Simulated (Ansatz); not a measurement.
# WS2: the cost of one run

Method: DFT PBE+D3(BJ), scalar-relativistic, plane waves, PAW, in Ansatz 0.2.0.

16 further runs of the same task are left out: 16 set aside as unsound or not needed.

## (1) The starting structure

Symmetry: P-6m2, No. 187, hexagonal system. The conventional cell has a = 3.160 Å, b = 3.160 Å, c = 16.940 Å, α = 90.00°, β = 90.00°, γ = 120.00°. W (site symmetry -6m2) is surrounded by 6 S at 2.41 Å. S (site symmetry 3m) has 3 W at 2.41 Å as nearest neighbours.

As a file:

```cif
data_structure
_symmetry_space_group_name_H-M 'P-6m2'
_symmetry_Int_Tables_number 187
_cell_length_a 3.1599
_cell_length_b 3.1599
_cell_length_c 16.9398
_cell_angle_alpha 90.000
_cell_angle_beta 90.000
_cell_angle_gamma 120.000
_cell_volume 146.48
loop_
_atom_site_label
_atom_site_type_symbol
_atom_site_symmetry_multiplicity
_atom_site_Wyckoff_symbol
_atom_site_fract_x
_atom_site_fract_y
_atom_site_fract_z
_atom_site_occupancy
W1 W 1 c 0.33333 0.66667 0.00000 1
S1 S 2 i 0.66667 0.33333 0.90696 1
```

It goes back to an entry of the Materials Project, which need not be the stable form.

It is the result of an earlier relaxation at this level (volume 48.83 Å³/atom; gap on the mesh: 1.92 eV).

## (2) Plan of the line

The energy is mapped over a normal mode and a strain (zone-centre modes of the cell shown) (x along [1 0 0], y along [1 2 0], z along [0 0 1] of the conventional cell).

First coordinate, amplitude of mode 8 (411 cm⁻¹), largest displacement in the unstrained cell: 7 values from −0.087 Å. Second coordinate, equal normal strain along x, y and z: 7 values from −2.50 %.

Nothing else is relaxed (the pattern is fixed in fractional coordinates). Energies count from the relaxed high-symmetry cell. Points are written as (first, second).

The modes come from a phonon run on the reference cell, made beforehand.

The patterns, per unit of each coordinate (Å):

```tsv
atom	x1	y1	z1
W1	0.000	0.000	0.000
S2	0.000	0.000	1.000
S3	0.000	0.000	-1.000
```

## (3) The run at (−0.029 Å, −2.50 %)

File input.yaml:

```yaml
crystal:
  lattice:
    - [3.0808899117, 0.0, 0.0]
    - [-1.5404449558, 2.6681289298, 0.0]
    - [0.0, 0.0, 16.5163529757]
  atoms:
    - { symbol: W, position: [0.3333333333, 0.6666666667, 0.0] }
    - { symbol: S, position: [0.6666666667, 0.3333333333, 0.9052529824] }
    - { symbol: S, position: [0.6666666667, 0.3333333333, 0.0947470176] }
basis:
  ecutwfc: 420
kpoints:
  mp_grid: { grid: [12, 12, 2] }
hamiltonian:
  xc: pbe
  pseudopotentials: { kind: paw, azcp: { folder: soft_1 } }
  dispersion: d3bj
scf:
  occupations: { method: gaussian, width: 0.05 }
output:
  forces: true
  stress: true
  eigenvalues: true
```

The run is started by

```
$ ansatz run input.yaml --threads 1 --pin off --max-ram 2048MiB --backend cpu --events-out ev --progress --plain --runs-dir out
```

**Question.** How long does this run take on 1 thread of Intel Xeon Platinum 8488C (Sapphire Rapids), shared host, and how much memory does it need?

About 7.2 s, with a peak of 0.44 GiB.
